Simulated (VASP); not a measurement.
The system is CuO.

```
Cu O
1.0
     2.55255    0.00000    0.00000
     0.00000    2.55255    0.00000
     0.00000    0.00000    2.55255
Cu O
1 1
Direct
  0.00000 0.00000 0.00000
  0.50000 0.50000 0.50000
```

Measurements of this composition are mostly on another form, of space group No. 15.

Base run:

| Item | Value |
| --- | --- |
| Program | VASP 6.6.1 |
| Functional | r2SCAN |
| Potentials or basis | VASP PAW PBE potentials, release 64 (Cu, O) |
| Cutoff | 520 eV |
| k mesh | 7 × 7 × 7 |
| Occupations | gaussian, width 0.05 eV |
| Spin | collinear spin, zero start |
| Starting moments | [0.0, 0.0] μB |
| Hubbard terms | Cu d U = 7 eV |

Its results: band gap on the k mesh none (metal or under the smearing width); pressure 5.2 GPa; net moment 0.00 μB per cell.

Q: The run is repeated on the same cell with these changes: spin from collinear spin, zero start to collinear spin, ferromagnetic start; moments at the start from [0.0, 0.0] to [0.6, 0.0]. What comes out?

A: Band gap on the k mesh none (metal or under the smearing width); pressure 7.7 GPa; net moment 1.00 μB per cell; site moments Cu +0.32; O +0.64 μB.

Caveats: the PAW data sets were made with another functional, which shifts forces and pressure a little; a cell with one magnetic atom can't hold antiferromagnetic order, which such compounds often take (some runs).
